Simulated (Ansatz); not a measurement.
The system is Ag.

```
Ag
1.0
     0.00000    2.04275    2.04275
     2.04275    0.00000    2.04275
     2.04275    2.04275    0.00000
Ag
1
Direct
  0.00000 0.00000 0.00000
```

Program: Ansatz 0.2.0. Alike in all runs: potentials or basis all-electron LAPW, scalar-relativistic; cell as given.

Question: Order these runs on this cell by their pressure, lowest first.
A. level PBE+D4+U; spin off; U Ag d U = 2 eV; k mesh 11 × 11 × 11; cutoff (eV) 260; smearing tetrahedron; start of the occupations auto; double counting fll; hubbard projectors ortho-atomic; basis error allowed 0.001 eV/atom; other keys basis.ecutwfc = 260; mesh quality not flagged
B. level RPBE-LYP; spin non-collinear, ferromagnetic start; k mesh 8 × 8 × 8; cutoff (eV) 223; smearing gaussian 0.025 eV; basis error allowed 0.002 eV/atom; mesh quality coarse
C. level PBE; spin off; k mesh 6 × 6 × 6; cutoff (eV) 213; smearing fermi-dirac 0.03 eV; basis error allowed 0.003 eV/atom; mesh quality coarse

Answer: A (0.7 GPa), C (5.5 GPa), B (17.1 GPa).

Caveats: some runs use coarse meshes; the k mesh is thin for a metal, which can move the energy by tens of meV per atom (some runs); so large a pressure means that the cell lies far from this level's equilibrium, or that cutoff or potentials fall short (some runs); the starting moments weren't kept (some runs); U is the effective U less J, on atomic orbitals that reach past the spheres (some runs); U without spin polarisation on a metal has little footing (some runs); pairwise dispersion overbinds metals, which lowers pressure and volume (some runs); the U is typed as a test and isn't derived for this compound (some runs).
